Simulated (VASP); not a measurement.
# HF in VASP: further runs, part 2 of 2

VASP 6.6.1. The steps go on from the part before.

### Step 4. Single point, PBEsol

Contents of INCAR:

```
SYSTEM = HF
PREC = Accurate ; ENCUT = 520
EDIFF = 1E-7 ; ISMEAR = -1
SIGMA = 0.02 ; LREAL = .FALSE.
LASPH = .TRUE. ; NELM = 80
ALGO = Fast ; ISIF = 2
LWAVE = .FALSE. ; LCHARG = .FALSE.
GGA = PS ; NBANDS = 36
```

Contents of KPOINTS:

```
Automatic mesh
0
G
  1 1 1
  0 0 0
```

Contents of POSCAR:

```
HF
1.0
    5.8867650000      0.0000000000      0.0000000000
    0.0000000000      5.8867650000      0.0000000000
    0.0000000000      0.0000000000      5.8867650000
F H
6 6
Direct
   -0.1490631952     -0.2500694354      0.9103641813
    0.3352095761      0.1487404372      0.9077311562
   -0.0237821622      0.2855218443      0.6378375899
    0.2390447045      0.5593904292      0.1353035156
    0.8301333585      0.1215268488      0.1376817318
    0.7110187004      1.0047963525      0.5164126647
   -0.1184181804     -0.1094658951      0.8760838933
    0.2457037099      0.2673284903      0.9143901617
   -0.0615448383      0.2293789543      0.4743352249
    0.0986959731      0.5801148848      0.1864691388
    0.6790316923      0.1170422125      0.1981393856
    0.5673574535      0.9660993772      0.5539375192
```

Potentials or basis: VASP PAW PBE potentials, release 64 (F, H).

Command:

```
$ cat potpaw_PBE.64/F/POTCAR potpaw_PBE.64/H/POTCAR > POTCAR
$ mpirun -np 1 vasp_gam > vasp.out
```

OUTCAR:

```text
SYSTEM = HF
   PREC = Accurate
   ENCUT = 520
   EDIFF = 1E-7
   ISMEAR = -1
   LREAL = .FALSE.
   LASPH = .TRUE.
   NELM = 80
   ISIF = 2
   GGA = PS

 ion  position               nearest neighbor table
   1  0.851  0.750  0.910-   7 0.87
   2  0.335  0.149  0.908-   8 0.88
   3  0.976  0.286  0.638-   9 1.04
   4  0.239  0.559  0.135-  10 0.89
   5  0.830  0.122  0.138-  11 0.96
   6  0.711  0.005  0.516-  12 0.90
   7  0.882  0.891  0.876-   1 0.87
   8  0.246  0.267  0.914-   2 0.88
   9  0.938  0.229  0.474-   3 1.04
  10  0.099  0.580  0.186-   4 0.89
  11  0.679  0.117  0.198-   5 0.96
  12  0.567  0.966  0.554-   6 0.90

  LATTYP: Found a simple cubic cell.
 ALAT       =     5.8867650000

  Lattice vectors:

 A1 = (   5.8867650000,   0.0000000000,   0.0000000000)
 A2 = (   0.0000000000,   5.8867650000,   0.0000000000)
 A3 = (   0.0000000000,   0.0000000000,   5.8867650000)

Analysis of symmetry for initial positions (statically):
=====================================================================
 Subroutine PRICEL returns:
 Original cell was already a primitive cell.

 Routine SETGRP: Setting up the symmetry group for a
 simple cubic supercell.

 Subroutine GETGRP returns: Found  1 space group operations
 (whereof  1 operations were pure point group operations)
 out of a pool of 48 trial point group operations.

The static configuration has the point symmetry C_1 .

Analysis of symmetry for dynamics (positions and initial velocities):
=====================================================================
 Subroutine PRICEL returns:
 Original cell was already a primitive cell.
[... 129 lines left out ...]
   GGA     = PS    functional components
   LHFCALC =     F    Hartree Fock is set to
   AEXX    =    0.0000 exact exchange contribution
   IVDW    =     0    specifies the selected vdW correction
   LEPSILON=     F    determine dielectric tensor
   LRPA    =     F    only Hartree local field effects (RPA)
 non-spin polarized calculation
 RMM-DIIS sequential band-by-band and
  energy-cutoff  :      520.00
  volume of cell :      204.00
 maximum number of plane-waves:      2725
 NGX is ok and might be reduce to    42
   NGX = 21   NGY = 21   NGZ = 21

 number of electron      48.0000007 magnetization

 Free energy of the ion-electron system (eV)
  ---------------------------------------------------
  ext. energy  EPLUGINS =         0.00000000
  ---------------------------------------------------
  free energy    TOTEN  =       -47.75307068 eV

  energy without entropy =      -47.75307068  energy(sigma->0) =      -47.75307068

 E-fermi :  -6.1286     XC(G=0):  -5.4883

 val. band max:       -6.6716098849   @ k =   0.0000   0.0000   0.0000
 cond. band min:      -0.3289055722   @ k =   0.0000   0.0000   0.0000
 fundamental gap:      6.3427043127
 Fermi energy:        -6.1285513299

 k-point     1 :       0.0000    0.0000    0.0000
  band No.  band energies     occupation
      1     -28.9469      2.00000
      2     -28.2498      2.00000
      3     -27.9972      2.00000
      4     -27.9577      2.00000
      5     -27.7283      2.00000
      6     -26.6384      2.00000
[... 28 lines left out ...]
     35       7.6043      0.00000
     36       7.7909      0.00000

------------------------ aborting loop because EDIFF is reached ----------------------------------------

  FORCE on cell =-STRESS in cart. coord.  units (eV):
  Direction    XX          YY          ZZ          XY          YZ          ZX
  --------------------------------------------------------------------------------------
  -------------------------------------------------------------------------------------
  Total        6.4753027      7.7002203     -2.7309440     -0.4809927     -1.9302110     -2.8456927
  in kB       50.8558078     60.4760800    -21.4483200     -3.7776260    -15.1595136    -22.3495349
  external PRESSURE =      29.9611893 kB  Pullay stress =       0.0000000 kB

 VOLUME and BASIS-vectors are now :
 -----------------------------------------------------------------------------
  energy-cutoff  :      520.00
  volume of cell :      204.00
      direct lattice vectors                 reciprocal lattice vectors
     5.886765000  0.000000000  0.000000000     0.169872587  0.000000000  0.000000000
     0.000000000  5.886765000  0.000000000     0.000000000  0.169872587  0.000000000
     0.000000000  0.000000000  5.886765000     0.000000000  0.000000000  0.169872587

 POSITION                                       TOTAL-FORCE (eV/Angst)
 -----------------------------------------------------------------------------------
      5.00926      4.41467      5.35910        -1.091374     -5.316997      1.117917
      1.97330      0.87560      5.34360         3.150583     -4.129756     -0.160071
      5.74676      1.68080      3.75480        -0.269553     -0.638550     -3.294999
      1.40720      3.29300      0.79650         3.509934     -0.718243     -1.158801
      4.88680      0.71540      0.81050        -0.330700      0.549330      0.195134
      4.18560      0.02824      3.04000         1.619765      0.106662     -0.712553
      5.18967      5.24237      5.15730         1.101272      5.145989     -1.098760
      1.44640      1.57370      5.38280        -2.981577      4.085913      0.167526
      5.52446      1.35030      2.79230         0.673735      0.995491      3.306286
      0.58100      3.41500      1.09770        -3.577000      0.692413      1.034470
      3.99730      0.68900      1.16640         0.637711     -0.108474     -0.342558
      3.33990      5.68720      3.26090        -2.442797     -0.663779      0.946411
 -----------------------------------------------------------------------------------
    total drift:                               -0.000962     -0.000328      0.002121

  FREE ENERGIE OF THE ION-ELECTRON SYSTEM (eV)
  ---------------------------------------------------
  free  energy   TOTEN  =       -47.7530706812 eV

  energy  without entropy=      -47.7530706812  energy(sigma->0) =      -47.75307068
```

OSZICAR:

```text
N       E                     dE             d eps       ncg     rms          rms(c)
DAV:   1     0.444441014083E+03    0.44444E+03   -0.26472E+04    72   0.119E+03
DAV:   2    -0.143475652346E+02   -0.45879E+03   -0.44083E+03    92   0.309E+02
DAV:   3    -0.511091161076E+02   -0.36762E+02   -0.36543E+02    88   0.946E+01
DAV:   4    -0.515509319646E+02   -0.44182E+00   -0.44150E+00    88   0.119E+01
DAV:   5    -0.515548431304E+02   -0.39112E-02   -0.39111E-02    76   0.109E+00    0.125E+01
RMM:   6    -0.478366264095E+02    0.37182E+01   -0.10631E+01    80   0.164E+01    0.516E+00
RMM:   7    -0.477548861252E+02    0.81740E-01   -0.10386E+00    95   0.447E+00    0.324E+00
RMM:   8    -0.477465669752E+02    0.83192E-02   -0.17550E-01    86   0.289E+00    0.459E-01
RMM:   9    -0.477473105825E+02   -0.74361E-03   -0.32369E-02    94   0.803E-01    0.241E-01
RMM:  10    -0.477530256068E+02   -0.57150E-02   -0.12011E-02    87   0.503E-01    0.149E-01
RMM:  11    -0.477530523940E+02   -0.26787E-04   -0.17047E-03    89   0.194E-01    0.486E-02
RMM:  12    -0.477530835887E+02   -0.31195E-04   -0.78277E-04    92   0.150E-01    0.368E-02
RMM:  13    -0.477530683356E+02    0.15253E-04   -0.11494E-04    90   0.533E-02    0.385E-03
RMM:  14    -0.477530701823E+02   -0.18467E-05   -0.14875E-05    94   0.170E-02    0.249E-03
RMM:  15    -0.477530706966E+02   -0.51427E-06   -0.34827E-06    92   0.808E-03    0.270E-03
RMM:  16    -0.477530706874E+02    0.92082E-08   -0.16337E-06    91   0.559E-03    0.973E-04
RMM:  17    -0.477530706812E+02    0.61946E-08   -0.20319E-07    73   0.175E-03
   1 F= -.47753071E+02 E0= -.47753071E+02  d E =-.185406E-11
```

Wall time 16 s (1 thread of Intel Xeon Platinum 8375C at 2.90GHz (Ice Lake), shared host); peak memory 0.29 GiB.

What came out:

```yaml
Free_energy: -47.7531 eV
Pressure: 3.0 GPa
Largest_force: 5.542 eV/Å
Band_gap_on_the_k_mesh: 6.34 eV, direct
```

Forces on the atoms (eV/Å):
```
F   -1.091 -5.317  1.118
F    3.151 -4.130 -0.160
F   -0.270 -0.639 -3.295
F    3.510 -0.718 -1.159
F   -0.331  0.549  0.195
F    1.620  0.107 -0.713
H    1.101  5.146 -1.099
H   -2.982  4.086  0.168
H    0.674  0.995  3.306
H   -3.577  0.692  1.034
H    0.638 -0.108 -0.343
H   -2.443 -0.664  0.946
```

Caveat: the PAW data sets were made with another functional, which shifts forces and pressure a little.

### Step 5. Molecular dynamics, PBEsol

Contents of INCAR:

```
SYSTEM = HF
PREC = Accurate ; ENCUT = 520
EDIFF = 1E-5 ; ISMEAR = -1
SIGMA = 0.02 ; LREAL = .FALSE.
LASPH = .TRUE. ; NELM = 100
ALGO = Normal ; ISIF = 2
LWAVE = .FALSE. ; LCHARG = .FALSE.
GGA = PS ; IBRION = 0
NSW = 40 ; POTIM = 0.5
TEBEG = 1500.0 ; TEEND = 1500.0
ISYM = 0 ; NELMIN = 4
RANDOM_SEED = 225497 0 0 ; MDALGO = 2
SMASS = 0
```

Contents of KPOINTS:

```
regular mesh
0
G
  1 1 1
  0 0 0
```

Contents of POSCAR:

```
HF
1.0
    5.8867650000      0.0000000000      0.0000000000
    0.0000000000      5.8867650000      0.0000000000
    0.0000000000      0.0000000000      5.8867650000
F H
6 6
Direct
    0.0163047900     -0.2646037800      0.8999393000
    0.4274238000      0.3644320300      0.8256572200
    0.0612946300      0.2808119600      0.6704795900
    0.2726181400      0.4057114900      0.2207815100
    0.8134437300      0.1692160300      0.2433417300
    0.3458613600      0.9214049000      0.3745808000
   -0.1081689600     -0.3287127400      0.8529391300
    0.4460157800      0.3748468600      0.9862049800
    0.1371938600      0.4258945100      0.6145738600
    0.1154388200      0.4345222500      0.1852678800
    0.6963238300      0.0862572100      0.2762950200
    0.2298303500      0.9248226300      0.4872016900
```

Command:

```
$ cat potpaw_PBE.64/F/POTCAR potpaw_PBE.64/H/POTCAR > POTCAR
$ mpirun -np 1 vasp_gam > vasp.out
```

It took 3.9 min on 1 thread of Intel Xeon Platinum 8375C at 2.90GHz (Ice Lake), shared host; peak memory 0.32 GiB.

The path:
| step | potential energy change (eV) | largest force (eV/Å) | pressure (GPa) | volume (Å³) | temperature (K) |
| --- | --- | --- | --- | --- | --- |
| 1 | 0.0000 | 5.7841 | 1.34 | 204.00 | 1525 |
| 2 | -0.0789 | 5.0302 | 1.09 | 204.00 | 1549 |
| 3 | -0.0057 | 4.9929 | 0.84 | 204.00 | 1498 |
| 4 | 0.1701 | 7.1423 | 0.53 | 204.00 | 1380 |
| 5 | 0.2845 | 7.4473 | 0.00 | 204.00 | 1304 |
| 6 | 0.2570 | 5.6951 | -0.77 | 204.00 | 1323 |
| 7 | 0.1681 | 4.8700 | -1.61 | 204.00 | 1388 |
| 8 | 0.1302 | 5.0171 | -2.26 | 204.00 | 1423 |
| 9 | 0.1818 | 4.9846 | -2.57 | 204.00 | 1401 |
| 10 | 0.2845 | 4.7621 | -2.55 | 204.00 | 1346 |
| 11 | 0.3546 | 5.1153 | -2.34 | 204.00 | 1316 |
| 12 | 0.3140 | 5.4436 | -2.07 | 204.00 | 1365 |
| 13 | 0.1591 | 4.7729 | -1.79 | 204.00 | 1494 |
| 14 | -0.0150 | 4.8183 | -1.37 | 204.00 | 1636 |
| 15 | -0.0808 | 4.6972 | -0.72 | 204.00 | 1703 |
| 16 | 0.0000 | 7.0054 | 0.15 | 204.00 | 1670 |
| 17 | 0.0996 | 8.9465 | 0.93 | 204.00 | 1621 |
| 18 | 0.0530 | 8.0756 | 1.29 | 204.00 | 1661 |
| 19 | -0.1102 | 5.6923 | 1.19 | 204.00 | 1771 |
| 20 | -0.2108 | 4.6279 | 0.90 | 204.00 | 1832 |
| 21 | -0.1390 | 4.3137 | 0.63 | 204.00 | 1770 |
| 22 | 0.0443 | 6.5503 | 0.32 | 204.00 | 1628 |
| 23 | 0.1736 | 7.2824 | -0.21 | 204.00 | 1518 |
| 24 | 0.1559 | 6.0795 | -1.03 | 204.00 | 1504 |
| 25 | 0.0500 | 4.7718 | -1.95 | 204.00 | 1549 |
| 26 | -0.0452 | 4.8654 | -2.72 | 204.00 | 1588 |
| 27 | -0.0927 | 4.7888 | -3.18 | 204.00 | 1592 |
| 28 | -0.1112 | 4.5228 | -3.27 | 204.00 | 1575 |
| 29 | -0.1331 | 4.0999 | -3.08 | 204.00 | 1557 |
| 30 | -0.1790 | 4.5630 | -2.61 | 204.00 | 1554 |
| 31 | -0.2454 | 4.8005 | -1.93 | 204.00 | 1561 |
| 32 | -0.2970 | 4.8730 | -1.07 | 204.00 | 1555 |
| 33 | -0.2816 | 4.8081 | -0.10 | 204.00 | 1503 |
| 34 | -0.1944 | 6.9026 | 0.86 | 204.00 | 1407 |
| 35 | -0.1365 | 8.4618 | 1.52 | 204.00 | 1337 |
| 36 | -0.2152 | 7.4840 | 1.68 | 204.00 | 1359 |
| 37 | -0.3842 | 5.3307 | 1.37 | 204.00 | 1442 |
| 38 | -0.4974 | 4.3128 | 0.85 | 204.00 | 1487 |
| 39 | -0.4583 | 3.5094 | 0.35 | 204.00 | 1431 |
| 40 | -0.2733 | 4.0567 | -0.09 | 204.00 | 1279 |

Caveat: the PAW data sets were made with another functional, which shifts forces and pressure a little.
